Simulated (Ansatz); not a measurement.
Theory: Ansatz, DFT PBE, scalar-relativistic, plane waves, PAW. Settings: cutoff 420 eV, Γ-centred meshes no coarser than 0.19 Å⁻¹ for metals and 0.3 Å⁻¹ for insulators (2π included), Gaussian smearing.

All energies are static (0 K, no zero-point motion). The comparison covers the computed candidates alone. The k mesh leaves about 4 meV/atom of noise in metals. Spin–orbit coupling is left out. No run is spin-polarised.

3 distinct structures were compared, and only named types are asked about.

Q: Which is lower for Be2Te, the rutile or the fluorite structure, and by how much?

A: The fluorite structure, by 133 meV/atom. It takes 18.8 Å³/atom against 21.6.